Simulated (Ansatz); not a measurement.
# AlCr2C: the cost of one run

Method: DFT PBE, scalar-relativistic, plane waves, PAW, in Ansatz 0.2.0.

### Step 1. The structure to begin with

Symmetry: P-3m1, No. 164, trigonal system. The conventional cell has a = 4.082 Å, b = 4.082 Å, c = 3.635 Å, α = 90.00°, β = 90.00°, γ = 120.00°. Al (site symmetry -3m) has 2 C at 1.82 Å in its first shell of neighbours. Cr (site symmetry 3m) is surrounded by 3 Al at 2.37 Å and 3 Cr at 2.41 Å. C (site symmetry -3m) has 2 Al at 1.82 Å in its first shell of neighbours.

Coordinates:

```
CELL_PARAMETERS angstrom
4.08236 0.00000 0.00000
-2.04118 3.53543 0.00000
0.00000 0.00000 3.63457
ATOMIC_POSITIONS crystal
Al 0.00000 0.00000 0.00000
Cr 0.33333 0.66667 0.06641
Cr 0.66667 0.33333 0.93359
C 0.00000 0.00000 0.50000
```

A structure generator made this guess: random cell by space group and Wyckoff sites (P-3m1, No. 164). The dimensions are guesses.

### Step 2. Probe: one point on a coarse mesh

File input.yaml:

```yaml
crystal:
  lattice:
    - [4.08236332, 0.0, 0.0]
    - [-2.04118166, 3.53543035, 0.0]
    - [0.0, 0.0, 3.6345729]
  atoms:
    - { symbol: Al, position: [0.0, 0.0, 0.0] }
    - { symbol: Cr, position: [0.33333333, 0.66666667, 0.06640812], spin: 3.0 }
    - { symbol: Cr, position: [0.66666667, 0.33333333, 0.93359188], spin: 3.0 }
    - { symbol: C, position: [0.0, 0.0, 0.5] }
basis:
  ecutwfc: 420
kpoints:
  mp_grid: { grid: [6, 6, 6] }
hamiltonian:
  xc: pbe
scf:
  occupations: { method: gaussian, width: 0.1 }
  lower_state_search: "off"
output:
  forces: true
  stress: true
  eigenvalues: true
  populations: true
magnetization:
  spin_polarized: true
```

Command:

```sh
> ansatz run input.yaml --threads 1 --pin off --max-ram 2560MiB --backend cpu --events-out ev --progress --plain --runs-dir out
```

**Question.** How long does this run take on 1 thread of Intel Xeon at 2.50GHz (Skylake/Cascade Lake), shared host, and how much memory does it need?

About 23 s, with a peak of 0.4 GiB.
